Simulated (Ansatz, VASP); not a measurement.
## AgBr2 in VASP and in Ansatz

The input INCAR:

```
SYSTEM = AgBr2
PREC = Accurate
ENCUT = 520
EDIFF = 1E-6
ISMEAR = 0
SIGMA = 0.1
LREAL = .False.
LASPH = .True.
NELM = 80
ALGO = Normal
ISIF = 2
LWAVE = .False.
LCHARG = .False.
GGA = PE
NBANDS = 34
```

File KPOINTS:

```
regular mesh
0
Gamma
  4 4 4
  0 0 0
```

The input POSCAR:

```
AgBr2
1.0
    0.0000000000      4.3006104715      4.3006104715
    4.3006104715      0.0000000000      4.3006104715
    4.3006104715      4.3006104715      0.0000000000
Ag Br
2 4
Direct
    0.0000000000      0.0000000000      0.0000000000
    0.2500000000      0.2500000000      0.2500000000
    0.6250000000      0.6250000000      0.6250000000
    0.1250000000      0.6250000000      0.6250000000
    0.6250000000      0.6250000000      0.1250000000
    0.6250000000      0.1250000000      0.6250000000
```

Input for Ansatz:

```yaml
crystal:
  lattice:
    - [0.0, 4.3006104715, 4.3006104715]
    - [4.3006104715, 0.0, 4.3006104715]
    - [4.3006104715, 4.3006104715, 0.0]
  atoms:
    - { symbol: Ag, position: [0.0, 0.0, 0.0] }
    - { symbol: Ag, position: [0.25, 0.25, 0.25] }
    - { symbol: Br, position: [0.625, 0.625, 0.625] }
    - { symbol: Br, position: [0.125, 0.625, 0.625] }
    - { symbol: Br, position: [0.625, 0.625, 0.125] }
    - { symbol: Br, position: [0.625, 0.125, 0.625] }
basis:
  ecutwfc: 420
kpoints:
  mp_grid: { grid: [4, 4, 4] }
hamiltonian:
  xc: pbe
scf:
  occupations: { method: gaussian, width: 0.1 }
  lower_state_search: "off"
output:
  forces: true
  stress: true
  eigenvalues: true
```

Alike in both runs: task single point; functional PBE; k mesh 4 × 4 × 4; occupations gaussian, width 0.1 eV; no spin polarisation.

|  | VASP | Ansatz |
| --- | --- | --- |
| version | VASP 6.6.1 | Ansatz 0.2.0 |
| potentials or method | VASP PAW PBE potentials, release 64 (Ag, Br) | scalar-relativistic, plane waves, PAW |
| plane-wave cutoff (eV) | 520 | 420 |
| valence electrons in the cell | 50 | 66 |

|  | VASP | Ansatz | Ansatz less VASP |
| --- | --- | --- | --- |
| gap on the k mesh at the Fermi level (eV) | none | none | - |
| pressure (GPa) | 2.5 | 2.5 | +0.02 |

A gap of «none» marks a metal or a gap that the smearing closes. The two sets of potentials don't hold the same shells in valence.
